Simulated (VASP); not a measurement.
## Ca: single point with PBEsol

Crystal: Ca.

```
Ca
1.0
     0.00000    2.79420    2.79420
     2.79420    0.00000    2.79420
     2.79420    2.79420    0.00000
Ca
1
Direct
  0.00000 0.00000 0.00000
```

| Quantity | Value |
| --- | --- |
| Program | VASP 6.6.1 |
| Task | single point |
| Functional | PBEsol |
| Potentials or basis | VASP PAW PBE potentials, release 64 (Ca_sv) |
| Cutoff | 520 eV |
| k mesh | 6 × 6 × 6 |
| Occupations | methfessel-paxton, width 0.1 eV |
| Spin | no spin polarisation |

The pressure is -1.3 GPa. The band gap on the k mesh is none (metal or under the smearing width).

Levels at points of the mesh, in eV from the Fermi level:
```csv
k point,band 3,band 4,band 5,band 6,band 7,band 8
"(0.00, 0.00, 0.00)",-22.95,-22.95,-4.02,2.24,2.24,2.24
"(0.50, 0.00, 0.00)",-22.97,-22.97,-1.03,-0.22,2.13,2.13
"(0.50, 0.50, 0.00)",-23.00,-23.00,-0.47,0.54,0.86,3.93
```

Wall time 5.4 s on 4 MPI ranks on Intel(R) Xeon(R) Platinum 8559C (Emerald Rapids), with other jobs on the host, peak memory 0.15 GiB a rank.

Caveat: the PAW data sets were made with another functional, which shifts forces and pressure a little.
